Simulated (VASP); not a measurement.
# AlP (F-43m) in VASP: further runs

The runs below take AlP through single point, relaxation of cell and atoms, with PBE.

Everything below comes from runs of VASP 6.6.1. Logs are shortened: lines on timing, memory, paths and dates and some standing lists are left out, and cuts for length are marked.

**Experimental background.**

A printed reference work, data compilation reports, for a bulk crystal of AlP at 4.2 K: band gap 2.505 eV (indirect).

How close the calculation comes is told below.

### Step 1. The structure

Symmetry: F-43m, No. 216, cubic system. The conventional cell has a = 5.507 Å, b = 5.507 Å, c = 5.507 Å, α = 90.00°, β = 90.00°, γ = 90.00°. Al (site symmetry -43m) is surrounded by 4 P at 2.38 Å. P (site symmetry -43m) has 4 Al at 2.38 Å as nearest neighbours.

### Step 2. Single point, PBE

File INCAR:

```
PREC = Accurate ; ENCUT = 520
EDIFF = 1E-6 ; ISMEAR = 0
SIGMA = 0.02 ; LREAL = False
LASPH = True ; NELM = 60
ALGO = Fast ; ISIF = 2
LWAVE = False ; LCHARG = False
GGA = PE ; NBANDS = 11
```

File KPOINTS:

```
Automatic mesh
0
Gamma
  8 8 8
```

File POSCAR:

```
AlP
1.0
    0.0000000000     -2.7534005738     -2.7534005738
    2.7534005738      0.0000000000     -2.7534005738
    2.7534005738     -2.7534005738      0.0000000000
Al P
1 1
Direct
    0.0000000000      0.0000000000      0.0000000000
    0.7500000000      0.7500000000      0.7500000000
```

Potentials or basis: VASP PAW PBE potentials, release 64 (Al, P).

Run with:

```bash
$ cat potpaw_PBE.64/Al/POTCAR potpaw_PBE.64/P/POTCAR > POTCAR
$ mpirun -np 1 vasp_std > vasp.out
```

OUTCAR:

```text
PREC = Accurate
   ENCUT = 520
   EDIFF = 1E-6
   ISMEAR = 0
   LREAL = False
   LASPH = True
   NELM = 60
   ISIF = 2
   GGA = PE

 ion  position               nearest neighbor table
   1  0.000  0.000  0.000-   2 2.38   2 2.38   2 2.38   2 2.38
   2  0.750  0.750  0.750-   1 2.38   1 2.38   1 2.38   1 2.38

  LATTYP: Found a face centered cubic cell.
 ALAT       =     5.5068011476

  Lattice vectors:

 A1 = (   0.0000000000,  -2.7534005738,  -2.7534005738)
 A2 = (   2.7534005738,   0.0000000000,  -2.7534005738)
 A3 = (   2.7534005738,  -2.7534005738,   0.0000000000)

Analysis of symmetry for initial positions (statically):
=====================================================================
 Subroutine PRICEL returns:
 Original cell was already a primitive cell.

 Routine SETGRP: Setting up the symmetry group for a
 face centered cubic supercell.

 Subroutine GETGRP returns: Found 24 space group operations
 (whereof 24 operations were pure point group operations)
 out of a pool of 48 trial point group operations.

The static configuration has the point symmetry T_d .

Analysis of symmetry for dynamics (positions and initial velocities):
=====================================================================
 Subroutine PRICEL returns:
 Original cell was already a primitive cell.

 Routine SETGRP: Setting up the symmetry group for a
 face centered cubic supercell.

 Subroutine GETGRP returns: Found 24 space group operations
 (whereof 24 operations were pure point group operations)
 out of a pool of 48 trial point group operations.

The dynamic configuration has the point symmetry T_d .

 Subroutine INISYM returns: Found 24 space group operations
 (whereof 24 operations are pure point group operations),
 and found     1 'primitive' translations

----------------------------------------------------------------------------------------

                                     Primitive cell

  volume of cell :      41.7482

  direct lattice vectors                    reciprocal lattice vectors
     0.000000000 -2.753400574 -2.753400574    -0.181593628 -0.181593628 -0.181593628
     2.753400574  0.000000000 -2.753400574     0.181593628  0.181593628 -0.181593628
     2.753400574 -2.753400574  0.000000000     0.181593628 -0.181593628  0.181593628

  length of vectors
     3.893896434  3.893896434  3.893896434     0.314529390  0.314529390  0.314529390

  position of ions in fractional coordinates (direct lattice)
     0.000000000  0.000000000  0.000000000
     0.750000000  0.750000000  0.750000000

  ion indices of the primitive-cell ions
   primitive index   ion index
                 1           1
                 2           2

----------------------------------------------------------------------------------------

 KPOINTS: Automatic mesh

Automatic generation of k-mesh.
 Grid dimensions read from file:
 generate k-points for:    8    8    8

 Generating k-lattice:

  Cartesian coordinates                     Fractional coordinates (reciprocal lattice)
    -0.022699204 -0.022699204 -0.022699204     0.125000000  0.000000000  0.000000000
     0.022699204  0.022699204 -0.022699204     0.000000000  0.125000000  0.000000000
     0.022699204 -0.022699204  0.022699204     0.000000000  0.000000000  0.125000000

  Length of vectors
     0.039316174  0.039316174  0.039316174

  Shift w.r.t. Gamma in fractional coordinates (k-lattice)
     0.000000000  0.000000000  0.000000000

 Subroutine IBZKPT returns following result:
 ===========================================

 Found     29 irreducible k-points:

 Following reciprocal coordinates:
            Coordinates               Weight
  0.000000  0.000000  0.000000      1.000000
  0.125000  0.000000  0.000000      8.000000
  0.250000  0.000000  0.000000      8.000000
  0.375000  0.000000  0.000000      8.000000
  0.500000  0.000000  0.000000      4.000000
  0.125000  0.125000  0.000000      6.000000
[... 16 lines left out ...]
  0.500000  0.250000  0.125000     48.000000
 -0.375000  0.250000  0.125000     24.000000
 [... further k-points ...]
   k-points           NKPTS =     29   k-points in BZ     NKDIM =     29   number of bands    NBANDS=     11
   number of dos      NEDOS =    301   number of ions     NIONS =      2
   total plane-waves  NPLWV =  27000
   dimension x,y,z NGX =    30 NGY =   30 NGZ =   30
   dimension x,y,z NGXF=    60 NGYF=   60 NGZF=   60
   ions per type =               1   1
   NGX,Y,Z   is equivalent  to a cutoff of  12.81, 12.81, 12.81 a.u.
   NGXF,Y,Z  is equivalent  to a cutoff of  25.62, 25.62, 25.62 a.u.
 SYSTEM =  unknown system
   PREC   = accura    normal or accurate (medium, high low for compatibility)
   ISTART =      0    job   : 0-new  1-cont  2-samecut
   ICHARG =      2    charge: 1-file 2-atom 10-const
   ISPIN  =      1    spin polarized calculation?
   LNONCOLLINEAR =      F non collinear calculations
   LSORBIT =      F    spin-orbit coupling
   LASPH  =      T    aspherical Exc in radial PAW
   ENCUT  =  520.0 eV  38.22 Ry    6.18 a.u.   7.24  7.24  7.24*2*pi/ulx,y,z
   NELM   =     60;   NELMIN=  2; NELMDL= -5     # of ELM steps
   EDIFF  = 0.1E-05   stopping-criterion for ELM
   LREAL  =      F    real-space projection
   EDIFFG = 0.1E-04   stopping-criterion for IOM
   NSW    =      0    number of steps for IOM
   IBRION =     -1    ionic relax: 0-MD 1-quasi-New 2-CG
   NFREE  =      0    steps in history (QN), initial steepest desc. (CG)
   ISIF   =      2    stress and relaxation
   ISYM   =      2    0-nonsym 1-usesym 2-fastsym
   POTIM  = 0.5000    time-step for ionic-motion
   TEBEG  =    0.0;   TEEND  =   0.0 temperature during run
   PSTRESS=    0.0 pullay stress
   NELECT =       8.0000    total number of electrons
   NUPDOWN=      -1.0000    fix difference up-down
   EMIN   =  10.00;   EMAX   =-10.00  energy-range for DOS
   EFERMI =   0.00;   METHOD = LEGACY
   ISMEAR =     0;   SIGMA  =   0.02  broadening in eV -4-tet -1-fermi 0-gaus
   EFERMI_NEDOS =   21; number of points for ismear=-14 and -15
   IALGO  =     68    algorithm
   IMIX   =      4    mixing-type and parameters
     AMIX     =   0.40;   BMIX     =  1.00
     AMIX_MAG =   1.60;   BMIX_MAG =  1.00
  volume/ion in A,a.u.               =      20.87       140.87
  Fermi-wavevector in a.u.,A,eV,Ry     =   0.943826  1.783573 12.120181  0.890808
  Thomas-Fermi vector in A             =   2.071572
   LORBIT       =      0    0 simple, 1 ext, 2 COOP (PROOUT), +10 PAW based schemes
   GGA     = PE    functional components
   LHFCALC =     F    Hartree Fock is set to
   AEXX    =    0.0000 exact exchange contribution
   IVDW    =     0    specifies the selected vdW correction
   LEPSILON=     F    determine dielectric tensor
   LRPA    =     F    only Hartree local field effects (RPA)
 non-spin polarized calculation
 RMM-DIIS sequential band-by-band and
 Gauss-broadening in eV      SIGMA  =   0.02
  energy-cutoff  :      520.00
  volume of cell :       41.75
 maximum number of plane-waves:      1158
 NGX is ok and might be reduce to    30
   NGX = 15   NGY = 15   NGZ = 15

 number of electron       8.0000000 magnetization

 Free energy of the ion-electron system (eV)
  ---------------------------------------------------
  ext. energy  EPLUGINS =         0.00000000
  ---------------------------------------------------
  free energy    TOTEN  =       -10.37684922 eV

  energy without entropy =      -10.37684922  energy(sigma->0) =      -10.37684922

 E-fermi :   4.4658     XC(G=0):  -9.1092

 val. band max:        4.3492613519   @ k =   0.0000   0.0000   0.0000
 cond. band min:       5.9782390817   @ k =   0.5000   0.5000   0.0000
 fundamental gap:      1.6289777299
 Fermi energy:         4.4657868821

 k-point     1 :       0.0000    0.0000    0.0000
  band No.  band energies     occupation
      1      -7.0111      2.00000
      2       4.3493      2.00000
      3       4.3493      2.00000
      4       4.3493      2.00000
      5       7.4371      0.00000
      6       8.8745      0.00000
      7       8.8745      0.00000
      8       8.8745      0.00000
      9      13.1542      0.00000
     10      13.1542      0.00000
     11      14.4631      0.00000

 k-point     2 :       0.1250    0.0000    0.0000
  band No.  band energies     occupation
      1      -6.8438      2.00000
      2       3.1340      2.00000
      3       4.2046      2.00000
      4       4.2046      2.00000
      5       7.9094      0.00000
      6       9.1512      0.00000
      7       9.1512      0.00000
      8       9.3398      0.00000
      9      12.6755      0.00000
     10      12.6755      0.00000
     11      15.1139      0.00000

 k-point     3 :       0.2500    0.0000    0.0000
  band No.  band energies     occupation
      1      -6.3740      2.00000
      2       1.2213      2.00000
      3       3.9163      2.00000
      4       3.9163      2.00000
      5       7.5730      0.00000
      6       9.4612      0.00000
      7       9.4612      0.00000
      8      11.1220      0.00000
      9      12.6457      0.00000
     10      12.6457      0.00000
     11      14.6245      0.00000
[... 267 lines left out ...]
 k-point    23 :       0.5000    0.2500    0.1250
  band No.  band energies     occupation
      1      -5.4037      2.00000
      2      -0.1885      2.00000
      3       1.9489      2.00000
      4       3.0865      2.00000
      5       8.2747      0.00000
      6       9.0977      0.00000
      7      10.3199      0.00000
      8      11.3823      0.00000
      9      13.7178      0.00000
     10      15.5473      0.00000
     11      17.0523      0.00000

 k-point    24 :      -0.3750    0.2500    0.1250
  band No.  band energies     occupation
      1      -5.0931      2.00000
      2      -0.7255      2.00000
      3       1.8137      2.00000
      4       2.9056      2.00000
      5       8.2687      0.00000
      6       8.8462      0.00000
      7      11.1553      0.00000
      8      11.9706      0.00000
      9      13.2340      0.00000
     10      15.7051      0.00000
     11      16.9124      0.00000

 [... further k-points ...]

------------------------ aborting loop because EDIFF is reached ----------------------------------------

  FORCE on cell =-STRESS in cart. coord.  units (eV):
  Direction    XX          YY          ZZ          XY          YZ          ZX
  --------------------------------------------------------------------------------------
  -------------------------------------------------------------------------------------
  Total       -0.0160370     -0.0160370     -0.0160370     -0.0000000      0.0000000     -0.0000000
  in kB       -0.6154546     -0.6154546     -0.6154546     -0.0000000      0.0000000     -0.0000000
  external PRESSURE =      -0.6154546 kB  Pullay stress =       0.0000000 kB

 VOLUME and BASIS-vectors are now :
 -----------------------------------------------------------------------------
  energy-cutoff  :      520.00
  volume of cell :       41.75
      direct lattice vectors                 reciprocal lattice vectors
     0.000000000 -2.753400574 -2.753400574    -0.181593628 -0.181593628 -0.181593628
     2.753400574  0.000000000 -2.753400574     0.181593628  0.181593628 -0.181593628
     2.753400574 -2.753400574  0.000000000     0.181593628 -0.181593628  0.181593628

 POSITION                                       TOTAL-FORCE (eV/Angst)
 -----------------------------------------------------------------------------------
      0.00000      0.00000      0.00000        -0.000000     -0.000000     -0.000000
      4.13010     -4.13010     -4.13010         0.000000      0.000000      0.000000
 -----------------------------------------------------------------------------------
    total drift:                                0.000000     -0.000000     -0.000000

  FREE ENERGIE OF THE ION-ELECTRON SYSTEM (eV)
  ---------------------------------------------------
  free  energy   TOTEN  =       -10.3768492158 eV

  energy  without entropy=      -10.3768492158  energy(sigma->0) =      -10.37684922
```

Wall time 10 s (1 thread of AMD EPYC 9R45 (Zen 5), shared host); peak memory 0.12 GiB.

Results:

```yaml
Free_energy: -10.3768 eV
Pressure: -0.1 GPa
Band_gap_on_the_k_mesh: 1.63 eV, indirect (least direct gap 3.09 eV)
```

### Step 3. Relaxation of cell and atoms, PBE

This run uses another cell than the first one, of 20.25 Å³/atom, 0.970 times its volume.

File INCAR:

```
ALGO = Normal
EDIFF = 1E-6
EDIFFG = -0.005
ENCUT = 600
GGA = PE
IBRION = 2
ISIF = 3
ISMEAR = 0
LASPH = T
LCHARG = F
LREAL = F
LWAVE = F
NELM = 80
NSW = 100
PREC = Accurate
SIGMA = 0.02
```

File KPOINTS:

```
k-points
0
Gamma
  8 8 8
```

File POSCAR:

```
AlP
1.0
    0.0000000000     -2.7255000000     -2.7255000000
    2.7255000000      0.0000000000     -2.7255000000
    2.7255000000     -2.7255000000      0.0000000000
Al P
1 1
Direct
    0.0000000000      0.0000000000      0.0000000000
    0.7500000000      0.7500000000      0.7500000000
```

Potentials or basis: VASP PAW PBE potentials, release 64 (Al, P).

Run with:

```bash
$ cat potpaw_PBE.64/Al/POTCAR potpaw_PBE.64/P/POTCAR > POTCAR
$ mpirun -np 1 vasp_std > vasp.out
```

It took 16 s on 1 thread of AMD EPYC 9R45 (Zen 5), shared host; peak memory 0.14 GiB.

Results (log left out):

| Property | Result |
| --- | --- |
| Free energy | -10.3770 eV |
| Relaxed volume | 20.86 Å³/atom |
| Relaxed cell | a = 3.893 Å, b = 3.893 Å, c = 3.893 Å, α = 60.00°, β = 60.00°, γ = 60.00° |
| Space group after relaxing (to 0.05 Å) | F-43m (No. 216) |
| Energy gained by relaxing | 5.0 meV/atom |
| Ionic steps | 3 |
| Pressure after relaxing | 0.0 GPa |
| Band gap on the k mesh | 1.63 eV, indirect (least direct gap 3.09 eV) |

Step by step:
| step | energy change (eV) | largest force (eV/Å) | pressure (GPa) | volume (Å³) |
| --- | --- | --- | --- | --- |
| 1 | 0.0000 | 0.0000 | 2.65 | 40.49 |
| 2 | -0.0065 | 0.0000 | -1.43 | 42.48 |
| 3 | -0.0099 | 0.0000 | 0.01 | 41.73 |

Final structure:
```yaml
crystal:
  lattice:
    - [0.00000, -2.75290, -2.75290]
    - [2.75290, 0.00000, -2.75290]
    - [2.75290, -2.75290, 0.00000]
  atoms:
    - { symbol: Al, position: [0.00000, 0.00000, 0.00000] }
    - { symbol: P, position: [0.75000, 0.75000, 0.75000] }
```

Levels at points of the mesh, in eV from the valence-band top:
| k point | band 1 | band 2 | band 3 | band 4 | band 5 | band 6 | band 7 | band 8 |
| --- | --- | --- | --- | --- | --- | --- | --- | --- |
| (0.00, 0.00, 0.00) | -11.36 | 0.00 | 0.00 | 0.00 | 3.09 | 4.53 | 4.53 | 4.53 |
| (0.50, 0.00, 0.00) | -9.75 | -5.42 | -0.75 | -0.75 | 2.72 | 4.81 | 4.81 | 8.21 |
| (0.50, 0.50, 0.00) | -9.11 | -5.22 | -2.05 | -2.05 | 1.63 | 2.47 | 10.86 | 10.86 |

### Step 4. Single point, PBE

This run uses another cell than the first one, of 20.25 Å³/atom, 0.970 times its volume.

File INCAR:

```
ALGO     = Normal         # electronic algorithm
EDIFF    = 1E-7           # SCF threshold, eV
ENCUT    = 520            # plane-wave cutoff, eV
GGA      = PE             # functional
ISIF     = 2              # what is computed and relaxed
ISMEAR   = 0              # smearing method
LASPH    = True           # aspherical terms in the spheres
LCHARG   = False          # write CHGCAR
LREAL    = False          # projectors in reciprocal space
LWAVE    = False          # write WAVECAR
NBANDS   = 11             # bands
NELM     = 80             # most SCF steps
PREC     = Accurate       # precision mode
SIGMA    = 0.1            # smearing width, eV
```

File KPOINTS:

```
k-points
0
Gamma
  6 6 6
```

POSCAR is that of step 3.

Run with:

```bash
$ cat potpaw_PBE.64/Al/POTCAR potpaw_PBE.64/P/POTCAR > POTCAR
$ mpirun -np 1 vasp_std > vasp.out
```

It took 6.9 s on 1 thread of AMD EPYC 9R45 (Zen 5), shared host; peak memory 0.12 GiB.

The run converged. Its results:

```yaml
Free_energy: -10.3591 eV
Pressure: 2.7 GPa
Band_gap_on_the_k_mesh: 1.57 eV, indirect (least direct gap 3.35 eV)
```

Levels at points of the mesh, in eV from the valence-band top:
```
           k point  band 1  band 2  band 3  band 4  band 5  band 6  band 7  band 8
(0.00, 0.00, 0.00)  -11.53    0.00    0.00    0.00    3.35    4.57    4.57    4.57
(0.50, 0.00, 0.00)   -9.84   -5.55   -0.77   -0.77    2.83    4.82    4.82    8.29
(0.50, 0.50, 0.00)   -9.17   -5.33   -2.11   -2.11    1.57    2.46   11.11   11.11
```

### Step 5. Overview

```tsv
task	cell	k mesh	cutoff (eV)	smearing	gap on the mesh (eV)	pressure (GPa)
single point	F-43m, 20.87 Å³/atom	8 × 8 × 8	520	gaussian 0.02 eV	1.63	-0.1
relaxation of cell and atoms	relaxed	8 × 8 × 8	600	gaussian 0.02 eV	1.63	0.0
single point	F-43m, 20.25 Å³/atom	6 × 6 × 6	520	gaussian 0.1 eV	1.57	2.7
```

Alike in all rows: level PBE; potentials or basis VASP PAW PBE potentials, release 64 (Al, P); no spin polarisation.

Total energies depend on the potentials used, so only differences within one code and one set of settings carry meaning.

### Step 6. Comparison with measurements

Step 2. Measured gap of AlP: 2.505 eV (indirect; 4.2 K; a printed reference work, data compilation). This calculation gives 1.63 eV (-0.88 eV). The value is that of PBE on a finite k mesh, which can miss the band edges, without temperature or zero-point motion. Semilocal functionals fall short of measured gaps as a rule.

Step 4. Against the measured gap of AlP, 2.505 eV (indirect; 4.2 K; a printed reference work, data compilation), the calculated 1.57 eV is off by -0.94 eV. The value is that of PBE on a finite k mesh, which can miss the band edges, without temperature or zero-point motion. Semilocal functionals fall short of measured gaps as a rule.
